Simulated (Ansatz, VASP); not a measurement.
# Zn26S27 (V_Zn): VASP beside Ansatz

Wanted: the spread between two codes on one cell, functional and k mesh. The cell is taken from a series of runs on this material, whose earlier steps may have relaxed, scaled, displaced or heated it; both programs get it as it stands.

Main program and level: Ansatz 0.2.0; plane waves, with VASP 6.6.1 beside it; single point at r2SCAN.

## (1) Set-up

The cell holds 53 atoms: 26 Zn and 27 S. Its edges and angles: a = 11.092 Å, b = 11.092 Å, c = 11.092 Å, α = 60.0°, β = 60.0°, γ = 60.0°. It derives from ZnS (ZnS (F-43m)). Nearest the centre at fractional (0.667, 0.333, 0.667): S37 at 2.03 Å, S46 at 2.10 Å, S40 at 2.10 Å, S38 at 2.10 Å, Zn21 at 3.59 Å, Zn23 at 3.59 Å, Zn15 at 3.59 Å, Zn22 at 3.60 Å.

As a file:

```cif
data_structure
_symmetry_space_group_name_H-M 'P 1'
_symmetry_Int_Tables_number 1
_cell_length_a 11.0916
_cell_length_b 11.0916
_cell_length_c 11.0916
_cell_angle_alpha 60.000
_cell_angle_beta 60.000
_cell_angle_gamma 60.000
_cell_volume 964.86
loop_
_atom_site_label
_atom_site_type_symbol
_atom_site_fract_x
_atom_site_fract_y
_atom_site_fract_z
_atom_site_occupancy
Zn1 Zn 0.99814 0.00078 0.99789 1
Zn2 Zn 0.99822 0.00108 0.33411 1
Zn3 Zn 0.99627 0.01095 0.66180 1
Zn4 Zn 0.99947 0.33166 0.99914 1
Zn5 Zn 0.99607 0.32869 0.34422 1
Zn6 Zn 0.99642 0.32826 0.66125 1
Zn7 Zn 0.99951 0.66626 0.99923 1
Zn8 Zn 0.99804 0.66468 0.33390 1
Zn9 Zn 0.99938 0.66638 0.66454 1
Zn10 Zn 0.33433 0.00121 0.99805 1
Zn11 Zn 0.33393 0.00053 0.33381 1
Zn12 Zn 0.33436 0.00103 0.66351 1
Zn13 Zn 0.34420 0.32865 0.99613 1
Zn14 Zn 0.33439 0.33047 0.33405 1
Zn15 Zn 0.34744 0.32883 0.66181 1
Zn16 Zn 0.33402 0.66486 0.99787 1
Zn17 Zn 0.33431 0.66496 0.33419 1
Zn18 Zn 0.34435 0.66266 0.66195 1
Zn19 Zn 0.66214 0.01089 0.99610 1
Zn20 Zn 0.66375 0.00111 0.33420 1
Zn21 Zn 0.66205 0.01437 0.66200 1
Zn22 Zn 0.66161 0.32821 0.99624 1
Zn23 Zn 0.66215 0.32889 0.34730 1
Zn24 Zn 0.66463 0.66636 0.99919 1
Zn25 Zn 0.66197 0.66283 0.34424 1
Zn26 Zn 0.66144 0.66332 0.66127 1
S27 S 0.24888 0.25123 0.24892 1
S28 S 0.24945 0.25177 0.58483 1
S29 S 0.24973 0.25133 0.91559 1
S30 S 0.24985 0.58316 0.24963 1
S31 S 0.24959 0.58268 0.58430 1
S32 S 0.24962 0.58231 0.91553 1
S33 S 0.25007 0.91686 0.24987 1
S34 S 0.24905 0.91552 0.58449 1
S35 S 0.24992 0.91663 0.91622 1
S36 S 0.58512 0.25184 0.24932 1
S37 S 0.59194 0.25880 0.59197 1
S38 S 0.58851 0.25519 0.89820 1
S39 S 0.58450 0.58270 0.24944 1
S40 S 0.58860 0.56487 0.58854 1
S41 S 0.58414 0.58195 0.91502 1
S42 S 0.58463 0.91560 0.24894 1
S43 S 0.58509 0.91629 0.58495 1
S44 S 0.58448 0.91659 0.91570 1
S45 S 0.91593 0.25126 0.24941 1
S46 S 0.89817 0.25515 0.58857 1
S47 S 0.91527 0.25090 0.91497 1
S48 S 0.91565 0.58236 0.24935 1
S49 S 0.91523 0.58201 0.58397 1
S50 S 0.91597 0.58295 0.91585 1
S51 S 0.91645 0.91654 0.24964 1
S52 S 0.91586 0.91656 0.58423 1
S53 S 0.91572 0.91640 0.91541 1
```

## (2) VASP: single point, r2SCAN

A single point gives forces, pressure and levels at one fixed geometry, so differences don't come from the geometry; what else differs is listed under the comparison.

Lines of VASP's logs that name or quote its potential files are left out, and so is its time.

Contents of INCAR:

```
SYSTEM = Zn26S27
PREC = Accurate
ENCUT = 440
EDIFF = 1E-06
NELM = 120
ISMEAR = -1
SIGMA = 0.01
LREAL = Auto
ALGO = Normal
METAGGA = R2SCAN
LASPH = .TRUE.
NBANDS = 280
LORBIT = 11
LWAVE = .FALSE.
LCHARG = .FALSE.
ISIF = 2
ISYM = 0
GGA_COMPAT = .FALSE.
LMIXTAU = .TRUE.
KPAR = 4
```

Contents of POSCAR:

```
Zn26S27
1.0
    0.0000000000      7.8429191667      7.8429191667
    7.8429191667      0.0000000000      7.8429191667
    7.8429191667      7.8429191667      0.0000000000
Zn S
26 27
Direct
    0.9981418343      0.0007814999      0.9978896258
    0.9982151236      0.0010807141      0.3341148519
    0.9962722707      0.0109510366      0.6618037230
    0.9994664767      0.3316634162      0.9991424119
    0.9960715258      0.3286932629      0.3442241107
    0.9964170536      0.3282647397      0.6612549216
    0.9995063648      0.6662633701      0.9992271884
    0.9980422538      0.6646841118      0.3339045809
    0.9993779246      0.6663799221      0.6645435244
    0.3343315419      0.0012149503      0.9980506870
    0.3339335850      0.0005309888      0.3338131609
    0.3343555878      0.0010341565      0.6635144001
    0.3441967363      0.3286480174      0.9961314939
    0.3343902706      0.3304731938      0.3340453496
    0.3474355761      0.3288287352      0.6618078520
    0.3340234183      0.6648618978      0.9978747929
    0.3343102090      0.6649632148      0.3341868627
    0.3443538990      0.6626598252      0.6619547402
    0.6621439665      0.0108861827      0.9961013273
    0.6637499422      0.0011108338      0.3342014283
    0.6620476096      0.0143704377      0.6620033838
    0.6616056120      0.3282109338      0.9962350229
    0.6621534157      0.3288884563      0.3472968733
    0.6646290436      0.6663558545      0.9991900762
    0.6619742789      0.6628340907      0.3442359190
    0.6614369684      0.6633222688      0.6612739562
    0.2488799041      0.2512304396      0.2489168285
    0.2494498413      0.2517703949      0.5848299247
    0.2497273915      0.2513294869      0.9155854689
    0.2498503901      0.5831597154      0.2496309201
    0.2495870473      0.5826828883      0.5842990245
    0.2496231521      0.5823081447      0.9155287704
    0.2500745866      0.9168575351      0.2498717200
    0.2490476152      0.9155227595      0.5844885343
    0.2499209373      0.9166293053      0.9162231349
    0.5851175618      0.2518366793      0.2493246447
    0.5919444006      0.2588018467      0.5919705766
    0.5885130075      0.2551862324      0.8982019297
    0.5844975625      0.5826979085      0.2494374715
    0.5886025617      0.5648695861      0.5885407444
    0.5841400751      0.5819548391      0.9150223387
    0.5846310199      0.9156044704      0.2489414920
    0.5850898374      0.9162866764      0.5849462133
    0.5844759261      0.9165883919      0.9156973470
    0.9159323906      0.2512597255      0.2494059242
    0.8981653127      0.2551482602      0.5885733332
    0.9152696645      0.2509033061      0.9149706737
    0.9156468910      0.5823559367      0.2493499949
    0.9152274560      0.5820083835      0.5839719000
    0.9159736656      0.5829470117      0.9158513126
    0.9164516340      0.9165402833      0.2496373000
    0.9158606683      0.9165620813      0.5842272977
    0.9157192179      0.9164020845      0.9154065225
```

Contents of KPOINTS:

```
Points of the shifted mesh
8
Reciprocal
 0.2500000000  0.2500000000  0.2500000000 1
 0.2500000000  0.2500000000  0.7500000000 1
 0.2500000000  0.7500000000  0.2500000000 1
 0.2500000000  0.7500000000  0.7500000000 1
 0.7500000000  0.2500000000  0.2500000000 1
 0.7500000000  0.2500000000  0.7500000000 1
 0.7500000000  0.7500000000  0.2500000000 1
 0.7500000000  0.7500000000  0.7500000000 1
```

Potentials, in the order of the species: Zn and S (PBE family, release 64).

On the command line:

```console
mpirun -np 8 vasp_std
```

Numbers of over 12 decimals in the logs are rounded to 6 here.

The program printed:

```text
[banner, memory and clock lines left out]
running    8 mpi-ranks, on    1 nodes
[...]
|                                                                             |
|           W    W    AA    RRRRR   N    N  II  N    N   GGGG   !!!           |
|           W    W   A  A   R    R  NN   N  II  NN   N  G    G  !!!           |
|           W    W  A    A  R    R  N N  N  II  N N  N  G       !!!           |
|           W WW W  AAAAAA  RRRRR   N  N N  II  N  N N  G  GGG   !            |
|           WW  WW  A    A  R   R   N   NN  II  N   NN  G    G                |
|           W    W  A    A  R    R  N    N  II  N    N   GGGG   !!!           |
|                                                                             |
|     For optimal performance we recommend to set                             |
|       NCORE = 2 up to number-of-cores-per-socket                            |
|     NCORE specifies how many cores store one orbital (NPAR=cpu/NCORE).      |
|     This setting can greatly improve the performance of VASP for DFT.       |
[...]
|               ----> ADVICE to this user running VASP <----                  |
|                                                                             |
|     You enforced a specific xc type in the INCAR file but a different       |
|     [... a line on the potential file left out ...]
|     I HOPE YOU KNOW WHAT YOU ARE DOING!                                     |
|                                                                             |

 LDA part: xc-table for (None), standard interpolation
 POSCAR, INCAR and KPOINTS ok, starting setup
[...]
entering main loop
       N       E                     dE             d eps       ncg     rms          rms(c)
DAV:   1     0.438888447730E+04    0.43889E+04   -0.18898E+05  4480   0.192E+03
DAV:   2     0.397137038899E+03   -0.39917E+04   -0.38626E+04  4480   0.504E+02
DAV:   3    -0.490494565000E+03   -0.88763E+03   -0.84910E+03  4728   0.202E+02
DAV:   4    -0.572732520156E+03   -0.82238E+02   -0.81250E+02  5088   0.636E+01
[...]
DAV:  22    -0.494159574908E+03    0.96608E-06   -0.12880E-05  4504   0.183E-02    0.729E-03
DAV:  23    -0.494159572861E+03    0.20470E-05   -0.25030E-06  2992   0.764E-03    0.377E-03
DAV:  24    -0.494159572413E+03    0.44854E-06   -0.20184E-06  3272   0.563E-03
   1 F= -.49415957E+03 E0= -.49415370E+03  d E =-.117425E-01
```

Parts of OUTCAR (step 2):

```text
  Total       40.4691522     40.4705193     40.4861374      2.0659014      2.0754170      2.0821389
  in kB       67.2003408     67.2026109     67.2285454      3.4304964      3.4462973      3.4574592
  external PRESSURE =      67.2104991 kB  Pullay stress =       0.0000000 kB

 POSITION                                       TOTAL-FORCE (eV/Angst)
 -----------------------------------------------------------------------------------
      7.83250     15.65471      7.83447         0.011440      0.098163      0.009778
      2.62891     10.44936      7.83740        -0.065794      0.023733      0.010012
      5.27636     13.00416      7.89957        -0.103771      0.141393     -0.219997
     10.43740     15.67493     10.43994         0.042200     -0.018161      0.034625
      5.27764     10.51183     10.39002        -0.100535     -0.243085      0.166862
      7.76072     13.00099     10.38937         0.191214      0.113842      0.137634
     13.06231     15.67591     13.06450        -0.030083     -0.047612     -0.031948
      7.83185     10.44635     13.04063         0.020662      0.013994      0.091117
     10.43833     13.05000     13.06440         0.060245      0.031656     -0.027744
      7.83716     10.44977      2.63166         0.004348      0.025216     -0.066485
      2.62223      5.23708      2.62318        -0.043331     -0.014811     -0.039717
      5.21200      7.82621      2.63043         0.074190      0.105864     -0.010157
     10.39014     10.51209      5.27707         0.168753     -0.240232     -0.098903
      5.21177      5.24249      5.21447         0.083788      0.002477      0.084859
[...]
-----------------------------------------------------------------------------------
    total drift:                                0.106386      0.077028      0.089667

  FREE ENERGIE OF THE ION-ELECTRON SYSTEM (eV)
  ---------------------------------------------------
  free  energy   TOTEN  =      -494.1595724126 eV

  energy  without entropy=     -494.1478298875  energy(sigma->0) =     -494.15370115

[... 2 further parts left out ...]
```

The run ends at a pressure of 6.72 GPa, with forces up to 0.31 eV/Å.

## (3) Ansatz: single point, r2SCAN

Ansatz runs on its PAW soft_1 files.

The same cell, functional, mesh and smearing now go to Ansatz.

Contents of input.yaml:

```yaml
crystal:
  checkpoint: "../qm2.relax.run"
  host: checkpoint
basis:
  ecutwfc: 500
  xc_grid: 2
hamiltonian:
  xc: r2scan
  pseudopotentials: { kind: paw, azcp: { folder: soft_1 } }
kpoints:
  mp_grid: { grid: [2, 2, 2], shift: [0.5, 0.5, 0.5] }
scf:
  occupations: { method: fermi_dirac, width: 0.01 }
  max_iter: 60
output:
  forces: true
  eigenvalues: true
  charged_corrections: { defect_position: [0.666667, 0.333333, 0.666667] }
checkpoint:
  read: "../qm2.relax.run"
  write: "../qm2.point_neutral.run"
  compress: false
  write_wavefunctions: false
  write_every: 100000
```

On the command line:

```console
ansatz run input.yaml --threads 4 --pin off --max-ram 15073MiB --backend cpu --events-out ev --progress --plain --runs-dir out
```

The program printed:

```text
checkpoint.read: the saved state was converged at a total charge of -2 e, and this run's is 0 e: a saved density that it takes is scaled to its electron count
crystal.checkpoint: the structure is that of <dir>, a `relax` run, at its step 6: its result, under r2scan at a charge of -2 e; 53 atoms read, 0 with a starting moment; this deck's charge is 0 e; crystal.structure_sha256 for this input is
Engine: ansatz 0.2.0, aarch64-unknown-linux-gnu
Pseudopotentials: kind: paw
Pseudopotential: Zn, paw, valence charge 12, recommended cutoff 500 eV (meta_gga), soft_1/Zn.paw.azcp
Pseudopotential: S, paw, valence charge 6, recommended cutoff 500 eV (meta_gga), soft_1/S.paw.azcp
Functional definition: r2SCAN
  parameter k0 = 0.174
  parameter k1 = 0.065
  parameter a1 = 4.9479
  exchange = r2scan_x(k0 = k0, k1 = k1, a1 = a1)
  correlation = r2scan_c
Crystal: 53 atoms, lattice volume = 964.858 Å³
Basis set: ecut = 500 eV, 24357 PW (Γ), exchange–correlation on 162×162×162 points (8 copies of the dense FFT grid, shifted against one another)
Bands: 290, of which v1, the nominal top of the filled ones, is band 237 counted from 1 (236 counted from 0)
Symmetry: 1 space group operations
Space group: P1 (ITA 1), of the structure as read, at distance tolerance 9.9e-5 Å
k-points: 4 of 8 (time reversal used)
Non-local potential: Zn, projectors of the file, l = 0: 2, l = 1: 2, l = 2: 3, l = 3: 1
Non-local potential: S, projectors of the file, l = 0: 2, l = 1: 2, l = 2: 1
PAW form: soft (Blöchl's): semilocal exchange-correlation on the pseudo side does not see the compensation charge
PAW frozen core: Zn, regenerated for the run's functional (the file was generated under x = pbe(κ = 0.804, μ = 0.219515), c = pbe(β = 0.066725))
PAW frozen core: S, regenerated for the run's functional (the file was generated under x = pbe(κ = 0.804, μ = 0.219515), c = pbe(β = 0.066725))
PAW one-centre angular grid: Zn, 590 points (default); XC on 160 Gauss nodes
PAW one-centre angular grid: S, 302 points (default); XC on 160 Gauss nodes
Initial density: read from a saved state, or passed on in memory by an earlier SCF of this step, an earlier step, the calling program or the single point that the run made first
Initial wavefunctions: pseudopotential atomic-orbital guess
Functional: x = r2scan, c = r2scan; τ floored in thin density (d = 2e-4 eV/Å³)
iter 1 solved again at ethr=1.15e-3 eV; its pass at ethr=3.10e-3 eV (dr2=5.45e0 eV) is discarded
SCF iter   1: F=—  HF=-110972.451494 eV  |F-HF|=—  |Δ(HF+E_count)|=         —  Δρ=2.26e-2  dr2=5.52e0  dr2_τ=4.72e-2  ethr=1.15e-3  ⟨swp⟩=11.0  Hψ=8686  notcnv=0  defer=8
preconditioner: auto → LDOS  [insulator: Δε(μ)=0.085 eV  Ē_g=11.879 eV  σ=0.010 eV  W_gap=0.65  n_scr=258 (ndim 8)  ℏωp=26.0 eV  f_vac=0.012  D(μ)=33.38/eV (n_scr^D=258)  ε∞_Penn≈5.8  β→1.0]
SCF iter   2: F=—  HF=-110972.179930 eV  |F-HF|=—  |Δ(HF+E_count)|=   2.72e-1  Δρ=2.16e-2  dr2=3.41e0  dr2_τ=1.55e-2  ethr=1.15e-3  ⟨swp⟩=4.5  Hψ=2296  notcnv=0  defer=139
SCF iter   3: F=—  HF=-110971.396375 eV  |F-HF|=—  |Δ(HF+E_count)|=   7.84e-1  Δρ=7.53e-3  dr2=1.40e0  dr2_τ=4.29e-3  ethr=7.19e-4  ⟨swp⟩=2.0  Hψ=2187  notcnv=0  defer=188
SCF iter   4: F=—  HF=-110971.332661 eV  |F-HF|=—  |Δ(HF+E_count)|=   6.37e-2  Δρ=5.89e-3  dr2=8.17e-1  dr2_τ=2.05e-3  ethr=2.95e-4  ⟨swp⟩=2.0  Hψ=994  notcnv=0  defer=124
automatic band count: iteration 4 solves 274 bands in place of 290: the levels show a gap, and the empty bands left out lie too high to hold charge; the band table lists the bands solved (type scf.n_extra_bands for more)
SCF iter   5: F=—  HF=-110971.269716 eV  |F-HF|=—  |Δ(HF+E_count)|=   6.29e-2  Δρ=3.49e-3  dr2=2.58e-1  dr2_τ=9.33e-4  ethr=1.72e-4  ⟨swp⟩=4.0  Hψ=1868  notcnv=0  defer=124
SCF iter   6: F=—  HF=-110971.258284 eV  |F-HF|=—  |Δ(HF+E_count)|=   1.14e-2  Δρ=2.78e-3  dr2=1.59e-1  dr2_τ=5.99e-4  ethr=5.44e-5  ⟨swp⟩=3.0  Hψ=1793  notcnv=0  defer=124
SCF iter   7: F=—  HF=-110971.238232 eV  |F-HF|=—  |Δ(HF+E_count)|=   2.01e-2  Δρ=1.40e-3  dr2=5.89e-2  dr2_τ=1.71e-4  ethr=3.35e-5  ⟨swp⟩=3.0  Hψ=1734  notcnv=0  defer=124
SCF iter   8: F=—  HF=-110971.230837 eV  |F-HF|=—  |Δ(HF+E_count)|=   7.39e-3  Δρ=9.44e-4  dr2=2.67e-2  dr2_τ=7.05e-5  ethr=1.24e-5  ⟨swp⟩=3.0  Hψ=1304  notcnv=0  defer=124
SCF iter   9: F=—  HF=-110971.226366 eV  |F-HF|=—  |Δ(HF+E_count)|=   4.47e-3  Δρ=5.97e-4  dr2=6.82e-3  dr2_τ=5.21e-5  ethr=5.63e-6  ⟨swp⟩=3.8  Hψ=1861  notcnv=0  defer=124
SCF iter  10: F=—  HF=-110971.224859 eV  |F-HF|=—  |Δ(HF+E_count)|=   1.51e-3  Δρ=2.77e-4  dr2=1.51e-3  dr2_τ=7.11e-6  ethr=1.44e-6  ⟨swp⟩=2.0  Hψ=1836  notcnv=0  defer=124
SCF iter  11: F=—  HF=-110971.224723 eV  |F-HF|=—  |Δ(HF+E_count)|=   1.36e-4  Δρ=2.33e-4  dr2=7.69e-4  dr2_τ=4.57e-6  ethr=3.19e-7  ⟨swp⟩=2.0  Hψ=1820  notcnv=0  defer=124
[...]
k-point 1: bands = [... 233 lower, 5.9671, 6.0510, 6.1608, 6.3827, 6.4223, 10.3840, 10.9350, 10.9959, ... 33 higher]
  k-point 2: bands = [... 233 lower, 5.9670, 6.0508, 6.1609, 6.3826, 6.4225, 10.3840, 10.9349, 10.9957, ... 33 higher]
  k-point 3: bands = [... 233 lower, 5.9670, 6.0508, 6.1610, 6.3826, 6.4223, 10.3841, 10.9349, 10.9960, ... 33 higher]
```

The column dr2 measures how far the density is from self-consistency, as an energy; F and HF (Harris–Foulkes) agree once it is small.

## (4) Differences

Known differences besides the potentials themselves: VASP keeps PBE cores, Ansatz makes them for the functional; the cutoff is 500 eV in Ansatz and 440 eV in VASP (PREC = Accurate, projectors in real space). Total energies have different zeros and are not compared.

Forces on 8 of the 53 atoms, those with the largest forces and the largest differences (eV/Å; atoms numbered as in POSCAR):

```
atom         Ansatz x, y, z           VASP x, y, z
 Zn3  -0.107, 0.143, -0.231  -0.104, 0.141, -0.220
 Zn5  -0.101, -0.231, 0.139  -0.101, -0.243, 0.167
Zn13  0.140, -0.228, -0.099  0.169, -0.240, -0.099
Zn18  0.142, -0.109, -0.230  0.151, -0.115, -0.244
Zn19  -0.226, 0.140, -0.104  -0.213, 0.136, -0.101
Zn22    0.113, 0.109, 0.181    0.139, 0.108, 0.186
Zn25  -0.233, -0.102, 0.139  -0.248, -0.108, 0.147
 S46  0.238, -0.103, -0.082  0.245, -0.115, -0.091
```

The forces differ by 8.7 meV/Å r.m.s., which is 9.4 % of the r.m.s. force of 0.093 eV/Å (both taken over all components).

## (5) Outcome

| Property | Result |
| --- | --- |
| r.m.s. force difference (single point, r2SCAN) | 8.7 meV/Å |

The r.m.s. force difference is 8.7 meV/Å (single point, r2SCAN), within the 12 meV/Å picked in this series as the mark of a large difference. Such differences can come from data sets, numerical settings and the points named under the comparisons, not from the functional's error against experiment.

[Lines on the potential files, build, host, timing and source positions are cut from VASP's logs without a mark.]

[Logs are printed without paths, hosts, clocks, repeated set-up lines and the standing remarks that a program may print on its own settings, such as how far it seeks lower states.]

[Hosts, paths, dates, database ids (printed as entryN), source tags and the programs' standing remarks are cut or masked in the printed files.]
